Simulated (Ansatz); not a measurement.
## Point defect: Si vacancy in SiO2

Computed with Ansatz, DFT PBE, scalar-relativistic, plane waves, PAW. (420 eV cutoff, 2×2×2 k-mesh, Gaussian smearing of 0.01 eV, collinear spin)

Host crystal, relaxed:

```yaml
crystal:
  lattice:
    - [5.09930, 0.00000, 0.00000]
    - [-2.54965, 4.41613, 0.00000]
    - [0.00000, 0.00000, 8.62857]
  atoms:
    - { symbol: Si, position: [0.66667, 0.33333, 0.93720] }
    - { symbol: Si, position: [0.66667, 0.33333, 0.56280] }
    - { symbol: Si, position: [0.33333, 0.66667, 0.06280] }
    - { symbol: Si, position: [0.33333, 0.66667, 0.43720] }
    - { symbol: O, position: [0.00000, 0.41738, 0.00000] }
    - { symbol: O, position: [0.41738, 0.41738, 0.50000] }
    - { symbol: O, position: [0.58262, 0.00000, 0.50000] }
    - { symbol: O, position: [0.58262, 0.58262, 0.00000] }
    - { symbol: O, position: [0.00000, 0.58262, 0.50000] }
    - { symbol: O, position: [0.66667, 0.33333, 0.75000] }
    - { symbol: O, position: [0.33333, 0.66667, 0.25000] }
    - { symbol: O, position: [0.41738, 0.00000, 0.00000] }
```

Supercell of 36 atoms, rows in host cell vectors: 0 0 1; -1 1 0; -1 -2 0. Atoms relax at the host's cell, keeping the symmetry that the supercell leaves at the site. The cell is small, so energies carry finite-size errors of tenths of an eV. The host's Kohn–Sham gap is 5.45 eV.

Defect: Si vacancy at (0.667, 0.333, 0.937) of the host cell, charge 0.

**Question.** Give the relaxed supercell.

**Answer.**
```
Si O
1.0
     0.00000    0.00000    8.62857
    -7.64896    4.41613    0.00000
     0.00000   -8.83225    0.00000
Si O
11 24
Direct
  0.93609 0.33333 0.00000
  0.93662 0.66667 0.66667
  0.56924 0.00000 0.33333
  0.56069 0.33333 0.00000
  0.56203 0.66667 0.66667
  0.06143 0.32679 0.33416
  0.06143 0.67403 0.00654
  0.06143 0.99917 0.65930
  0.43711 0.33254 0.33444
  0.43711 0.66857 0.00080
  0.43711 0.99889 0.66476
  0.99660 0.79343 0.20933
  0.00075 0.14103 0.85617
  0.99845 0.47113 0.52677
  0.50725 0.19447 0.38799
  0.49633 0.52675 0.05381
  0.49812 0.86059 0.72159
  0.50725 0.94535 0.47315
  0.49633 0.27952 0.13961
  0.49812 0.61175 0.80567
  0.99660 0.12401 0.25077
  0.00075 0.47716 0.95153
  0.99845 0.80656 0.61102
  0.49812 0.52767 0.47275
  0.50725 0.86018 0.13886
  0.49633 0.19372 0.80658
  0.76340 0.00000 0.33333
  0.74853 0.33333 0.00000
  0.74910 0.66667 0.66667
  0.24966 0.32748 0.33956
  0.24966 0.67875 0.00585
  0.24966 0.99377 0.65459
  0.00075 0.38181 0.19230
  0.99845 0.72231 0.86220
  0.99660 0.08256 0.53990
```
Around the defect: 1 O at 1.50 Å, 3 O at 1.67 Å. The run ended with a moment of 4.00 μB, which may not be the ground spin state.

This form isn't the usual stable structure of the compound.